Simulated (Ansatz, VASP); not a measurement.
# Two plane-wave programs on CdTe

```xyz
2
Lattice="0.0000 3.2343 3.2343 3.2343 0.0000 3.2343 3.2343 3.2343 0.0000" Properties=species:S:1:pos:R:3 pbc="T T T"
Cd    0.0000    0.0000    0.0000
Te    1.6171    1.6171    1.6171
```

Alike in both runs: functional r2SCAN; k mesh 8 × 8 × 8; occupations fermi-dirac, width 0.02 eV; no spin polarisation.

Ansatz relaxed the structure, and its values are those at the end. VASP's run is a single point on that final structure, the one shown.

|  | VASP | Ansatz |
| --- | --- | --- |
| version | VASP 6.6.1 | Ansatz 0.2.0 |
| potentials or method | VASP PAW PBE potentials, release 64 (Cd, Te) | PAW plane waves |
| plane-wave cutoff (eV) | 520 | 500 |
| valence electrons in the cell | 18 | 36 |

Ansatz gave:

```
gap on the k mesh at the Fermi level (eV) : 1.29
pressure (GPa)                            : 1.8
```

What did VASP give for the same quantities?

gap on the k mesh at the Fermi level (eV): 1.29; pressure (GPa): 2.0.

The two sets of potentials don't hold the same shells in valence. Ansatz warned: «stress_scf_threshold_loose».

Caveats: the PAW data sets were made with another functional, which shifts forces and pressure a little (VASP); spin-orbit coupling is left out, which moves the levels of the heavy elements. r2SCAN opens gaps a little over a GGA but as a rule still falls short of measured ones.
